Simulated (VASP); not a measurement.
# A VASP 6.6.1 single-point calculation on GaAs

INCAR

```
LASPH = .TRUE.
SIGMA = 0.02
NSW = 0
LWAVE = .FALSE.
MAXMIX = 5
EDIFF = 1E-7
GGA = PE
LCHARG = .FALSE.
ISYM = 0
LREAL = .FALSE.
NELM = 92
IBRION = -1
ISMEAR = -1
ISIF = 2
PREC = Accurate
NBANDS = 16
ENCUT = 520
```

KPOINTS

```
KPOINTS created by Atomic Simulation Environment
0
Gamma
4 4 4
0 0 0
```

POSCAR

```
Ga As
 1.0000000000000000
     0.0000000000000000    2.8330831925000002    2.8330831925000002
     2.8619806410000002    0.0000000000000000    2.8330831925000002
     2.8619806410000002    2.8330831925000002    0.0000000000000000
 Ga  As
   1   1
Cartesian
  0.0000000000000000  0.0000000000000000  0.0000000000000000
  1.4309903205000001  1.4165415962500001  1.4165415962500001
```

The recommended PBE PAW datasets give the neutral cell 18 valence electrons.

Command

```
mpirun -np 1 vasp_std
```

Task: How does this run end, and what does it give?

Result: It converged. Results: gap between bands v and c on the k mesh 0.36 eV; least direct gap on the k mesh 0.36 eV; pressure 2.5 GPa. Band v is the last that the valence electrons fill when counted band by band, and c is the next.

OSZICAR

```
N       E                     dE             d eps       ncg     rms          rms(c)
DAV:   1     0.867087486773E+02    0.86709E+02   -0.89665E+03  1176   0.152E+03
DAV:   2    -0.123055678591E+01   -0.87939E+02   -0.83792E+02  1328   0.323E+02
DAV:   3    -0.816009345305E+01   -0.69295E+01   -0.69080E+01  1408   0.679E+01
DAV:   4    -0.826787581736E+01   -0.10778E+00   -0.10776E+00  1400   0.937E+00
DAV:   5    -0.826928759551E+01   -0.14118E-02   -0.14117E-02  1464   0.977E-01    0.293E+00
DAV:   6    -0.810658400261E+01    0.16270E+00   -0.23810E-01  1752   0.817E+00    0.176E+00
DAV:   7    -0.808502050136E+01    0.21564E-01   -0.74009E-02  1552   0.187E+00    0.585E-01
DAV:   8    -0.808657432869E+01   -0.15538E-02   -0.12388E-02  1336   0.125E+00    0.115E-01
DAV:   9    -0.808713024213E+01   -0.55591E-03   -0.11791E-03  1344   0.419E-01    0.542E-02
DAV:  10    -0.808722512431E+01   -0.94882E-04   -0.94638E-05  1584   0.948E-02    0.304E-02
DAV:  11    -0.808726054530E+01   -0.35421E-04   -0.12144E-05  1272   0.362E-02    0.186E-02
DAV:  12    -0.808729326295E+01   -0.32718E-04   -0.35767E-05  1384   0.315E-02    0.245E-03
DAV:  13    -0.808729442175E+01   -0.11588E-05   -0.12768E-06  1464   0.947E-03    0.141E-03
DAV:  14    -0.808729478688E+01   -0.36513E-06   -0.31124E-07  1408   0.307E-03    0.277E-04
DAV:  15    -0.808729482693E+01   -0.40049E-07   -0.68408E-09  1184   0.501E-04
   1 F= -.80872948E+01 E0= -.80872938E+01  d E =-.210969E-05
```

These settings aren't sound, so the numbers aren't properties of the crystal.

On sound settings PBE gives a gap of 0.37 eV on its mesh and a pressure of 2.2 GPa for the intended cell.
